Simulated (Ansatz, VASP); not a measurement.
# Hf in VASP and in Ansatz

File INCAR:

```
SYSTEM = Hf
PREC     = Accurate       ! precision mode
ENCUT    = 520            ! plane-wave cutoff, eV
EDIFF    = 1E-6           ! SCF threshold, eV
ISMEAR   = -1             ! smearing method
SIGMA    = 0.1            ! smearing width, eV
LREAL    = .False.        ! projectors in reciprocal space
LASPH    = .True.         ! aspherical terms in the spheres
NELM     = 100            ! most SCF steps
ALGO     = Fast           ! electronic algorithm
ISIF     = 2              ! what is computed and relaxed
LWAVE    = .False.        ! write WAVECAR
LCHARG   = .False.        ! write CHGCAR
GGA      = RP             ! functional
NBANDS   = 11             ! bands
```

The input KPOINTS:

```
Automatic mesh
0
Gamma
  13 13 13
  0 0 0
```

Contents of POSCAR:

```
Hf
1.0
    0.0000000000      2.2346063933      2.2346063933
    2.2346063933      0.0000000000      2.2346063933
    2.2346063933      2.2346063933      0.0000000000
Hf
1
Direct
    0.0000000000      0.0000000000      0.0000000000
```

Input for Ansatz:

```yaml
crystal:
  lattice:
    - [0.0, 2.2346063933, 2.2346063933]
    - [2.2346063933, 0.0, 2.2346063933]
    - [2.2346063933, 2.2346063933, 0.0]
  atoms:
    - { symbol: Hf, position: [0.0, 0.0, 0.0] }
hamiltonian:
  xc: rpbe
  pseudopotentials:
    kind: paw
    azcp:
      Hf: "pseudopotentials/Hf.paw.azcp"
basis:
  ecutwfc: 420
  fft_grid_basis: typed
kpoints:
  mp_grid: { grid: [13, 13, 13], shift: [0, 0, 0] }
magnetization:
  spin_polarized: false
scf:
  occupations: { method: fermi_dirac, width: 0.1 }
  lower_state_search: "off"
output:
  stress: true
  write_density: true
  write_potential: true
  elf: true
  volumetric_format: npy
```

Alike in both runs: task single point; functional RPBE; k mesh 13 × 13 × 13; occupations fermi-dirac, width 0.1 eV; no spin polarisation.

```csv
,VASP,Ansatz
version,VASP 6.6.1,Ansatz 0.2.0
potentials or method,"VASP PAW PBE potentials, release 64 (Hf_pv)","plane waves (420 eV) with PAW, scalar-relativistic"
plane-wave cutoff (eV),520,420
valence electrons in the cell,10,26
```

Ansatz gave:

| Item | Value |
| --- | --- |
| pressure (GPa) | 4.2 |

What did VASP give for the same quantities?

Pressure (GPa): 3.7.

The two sets of potentials don't hold the same shells in valence.

Caveats: the PAW data sets were made with another functional, which shifts forces and pressure a little (VASP). The runs have no spin-orbit coupling, so splittings on Hf are missing.
